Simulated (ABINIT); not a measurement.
Runs of ABINIT 10.8.3 (patched build) on Sb. Symmetry: R-3m, No. 166, trigonal system. The conventional cell has a = 4.308 Å, b = 4.308 Å, c = 11.274 Å, α = 90.00°, β = 90.00°, γ = 120.00°. Sb (site symmetry 3m) is surrounded by 3 Sb at 2.91 Å. 

```csv
task,level,potentials or basis,k mesh,cutoff (eV),fine-grid cutoff,gap on the mesh (eV),pressure (GPa),largest force (eV/Å)
band structure,RPBE,JTH PAW PBE v2.0,8 × 8 × 8,408,816.342 eV,none,-,0.21
band structure,PBEsol,PseudoDojo NC SR PBEsol v0.4.1 standard,8 × 8 × 8,1088,-,none,(a),0.12
single point,LDA,JTH PAW LDA v2.0,5 × 5 × 5,408,816.342 eV,0.39,-,0.10
band structure,PBEsol,JTH PAW PBE v2.0 sp,8 × 8 × 8,544,1088.46 eV,none,(b),0.16
```

Alike in all rows: no spin polarisation; cell as given; smearing fermi-dirac 0.05 eV.

Task: Fill in the values left out.

Result: (a) 0.0; (b) 0.3.

Caveats: the PAW data sets were made with another functional, which shifts forces and pressure a little (some runs); spin-orbit coupling is left out, which moves the levels of the heavy elements (some runs); an odd mesh through Γ misses points on the zone boundary, where band edges often lie (some runs); this set keeps more shells in the core, which shifts pressures and gaps (some runs).

A k mesh can miss the band edges, and the runs leave out spin-orbit coupling on Sb.

A gap of «none» marks a metal or a gap under the smearing width.

Not every run made on this cell is shown here.
